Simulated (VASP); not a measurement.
# A VASP 6.6.1 single-point calculation on InSb

INCAR

```
ENCUT = 520
ISIF = 2
GGA = PE
NSW = 0
NBANDS = 16
PREC = Accurate
SIGMA = 0.02
LASPH = .TRUE.
LWAVE = .FALSE.
LCHARG = .FALSE.
IBRION = -1
NELM = 120
LREAL = .FALSE.
EDIFF = 1E-7
ISMEAR = -1
```

KPOINTS

```
KPOINTS created by Atomic Simulation Environment
0
Monkhorst-Pack
6 6 6
0 0 0
```

POSCAR

```
In Sb
 1.0000000000000000
     0.0000000000000000    3.2795130174999998    3.2139227572000002
     3.2795130174999998    0.0000000000000000    3.2139227572000002
     3.2795130174999998    3.2795130174999998    0.0000000000000000
 In  Sb
   1   1
Cartesian
  0.0000000000000000  0.0000000000000000  0.0000000000000000
  1.6397565087499999  1.6397565087499999  1.6069613786000001
```

The recommended PBE PAW datasets give the neutral cell 18 valence electrons.

Command

```
mpirun -np 1 vasp_std
```

Q: Predict the outcome of this run.

A: It converged. Results: gap between bands v and c on the k mesh 0.61 eV; least direct gap on the k mesh 0.75 eV; pressure 2.3 GPa. Band v is the last that the valence electrons fill when counted band by band, and c is the next.

OSZICAR

```
N       E                     dE             d eps       ncg     rms          rms(c)
DAV:   1     0.113602424798E+03    0.11360E+03   -0.79254E+03  2016   0.112E+03
DAV:   2     0.321271587380E+00   -0.11328E+03   -0.10953E+03  2232   0.284E+02
DAV:   3    -0.681854360026E+01   -0.71398E+01   -0.71176E+01  2576   0.727E+01
DAV:   4    -0.702065139583E+01   -0.20211E+00   -0.20207E+00  2424   0.142E+01
DAV:   5    -0.703199226615E+01   -0.11341E-01   -0.11341E-01  3064   0.273E+00    0.406E+00
DAV:   6    -0.693631572326E+01    0.95677E-01   -0.15217E-01  2864   0.587E+00    0.236E+00
DAV:   7    -0.692340003388E+01    0.12916E-01   -0.67373E-02  2688   0.240E+00    0.615E-01
DAV:   8    -0.692442252258E+01   -0.10225E-02   -0.75731E-03  2704   0.995E-01    0.246E-01
DAV:   9    -0.692505604297E+01   -0.63352E-03   -0.91505E-04  2392   0.260E-01    0.738E-02
DAV:  10    -0.692510626932E+01   -0.50226E-04   -0.49147E-05  2888   0.461E-02    0.362E-02
DAV:  11    -0.692514909306E+01   -0.42824E-04   -0.75358E-05  2224   0.545E-02    0.231E-02
DAV:  12    -0.692515046876E+01   -0.13757E-05   -0.12825E-06  2712   0.773E-03    0.642E-03
DAV:  13    -0.692515090712E+01   -0.43837E-06   -0.14319E-06  2336   0.758E-03    0.387E-03
DAV:  14    -0.692515071273E+01    0.19439E-06   -0.46162E-08  2232   0.127E-03    0.112E-03
DAV:  15    -0.692515073839E+01   -0.25660E-07   -0.14291E-08  1512   0.102E-03
   1 F= -.69251507E+01 E0= -.69251507E+01  d E =-.298181E-08
```

The shifted mesh misses Γ, so a band edge there is missed.

For comparison, a separate PBE run of the intended cell, on usual settings and not on those above, gives a gap of 0.09 eV on its mesh and a pressure of 2.3 GPa.
